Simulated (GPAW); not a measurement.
Runs of GPAW 26.7.0 on ZnS (Wurtzite-2H). Symmetry: P6_3mc, No. 186, hexagonal system. Conventional cell: a = 3.811 Å, b = 3.811 Å, c = 6.234 Å, α = 90.00°, β = 90.00°, γ = 120.00°. Around Zn (site symmetry 3m) lie 4 S at 2.31 to 2.40 Å. Around S (site symmetry 3m) lie 4 Zn at 2.31 to 2.40 Å. 

| task | level | potentials or basis | cell | eigensolver | band path | band points | optimizer | fmax | gap on the mesh (eV) | pressure (GPa) | relaxed volume (Å³/atom) | largest force (eV/Å) |
| --- | --- | --- | --- | --- | --- | --- | --- | --- | --- | --- | --- | --- |
| band structure | BLYP | PAW data sets generated in the run's folder for this functional, pw | as given | davidson | GMKGALHA,LM,KH | 80 | - | - | 2.23 | 5.5 | - | 0.33 |
| relaxation of cell and atoms | revPBE+D4 | the program's PAW data sets (release 1.2.1) made for this functional, pw | relaxed | - | - | - | LBFGS | 0.02 eV/Å | (b) | 0.0 | (a) | - |
| relaxation of cell and atoms | revPBE | the program's PAW data sets (release 1.2.1) made for this functional, pw | relaxed | - | - | - | FIRE | 0.02 eV/Å | 2.08 | 0.0 | 20.78 | 0.02 |
| band structure | revPBE | the program's PAW data sets (release 1.2.1) made for this functional, pw | as given | - | GMKGALHA,LM,KH | 100 | - | - | 2.37 | (c) | - | 0.34 |

Alike in all rows: no spin polarisation; k mesh 8 × 8 × 5; cutoff (eV) 600; smearing fermi-dirac 0.05 eV.

Task: Estimate the missing entries.

Result: (a) 19.30; (b) 2.39; (c) 4.5.

Caveats: later steps reuse the first step's grids (some runs).

Runs at the PBE level aren't shown here.
